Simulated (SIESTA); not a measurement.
BP:

```xyz
2
Lattice="0.0000 2.2690 2.2690 2.2690 0.0000 2.2690 2.2690 2.2690 0.0000" Properties=species:S:1:pos:R:3 pbc="T T T"
P     3.4035    3.4035    3.4035
B     0.0000    0.0000    0.0000
```

Base run:

```yaml
Program: SIESTA 5.4.2
Functional: RPBE
Potentials_or_basis: PseudoDojo 0.4 standard (PBE files)
Basis: DZP (energy shift 0.003 Ry)
Grid_cutoff: 500 Ry
Energy_shift: 0.003 Ry
k_mesh: 10 × 10 × 10
Occupations: fermi-dirac, width 0.05 eV
Spin: no spin polarisation
```

Its results: band gap on the k mesh 1.34 eV, indirect (least direct gap 3.43 eV); pressure 5.3 GPa.

Problem. After a change of settings the same cell gave: band gap on the k mesh 1.22 eV, indirect (least direct gap 3.41 eV); pressure -2.2 GPa. Which change was it?
A. functional from RPBE to BLYP
B. functional from RPBE to LDA; potentials or basis from PseudoDojo 0.4 standard (PBE files) to PseudoDojo 0.4 standard (LDA files)
C. functional from RPBE to PBE; basis from DZP (energy shift 0.003 Ry) to DZ (energy shift 0.003 Ry)

Solution. B.

Caveats: the basis of atomic orbitals isn't converged, which shifts pressures, moduli and gaps; the potentials were made for another functional, which shifts forces and pressure (some runs).
